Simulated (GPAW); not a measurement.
CdO (Monteponite): equation of state with BLYP+D3

CdO (Monteponite):

```
Cd O
1.0
     0.00000    2.34950    2.34950
     2.34950    0.00000    2.34950
     2.34950    2.34950    0.00000
Cd O
1 1
Direct
  0.00000 0.00000 0.00000
  0.50000 0.50000 0.50000
```

```yaml
Program: GPAW 26.7.0
Task: equation of state
Functional: BLYP
Dispersion: D3
Potentials_or_basis: PAW data sets generated in the run's folder for this functional
Cutoff: 800 eV
Basis: pw
k_mesh: 8 × 8 × 8
Occupations: fermi-dirac, width 0.05 eV
Spin: no spin polarisation
```

- Equilibrium volume: 13.85 Å³/atom (rough: see the caveat)
- Bulk modulus: 106 GPa (rough)

Energy against volume, from the lowest point:
```csv
volume (Å³/atom),energy (meV/atom)
12.191,84.00
12.451,57.32
12.710,36.46
12.970,20.80
13.229,9.86
13.488,3.05
13.748,0.00
```

Wall time 54 s on 1 thread of Intel(R) Xeon(R) 6975P-C (Granite Rapids), on a shared host, peak memory 0.25 GiB.

Caveat: the minimum lies outside the volumes run.
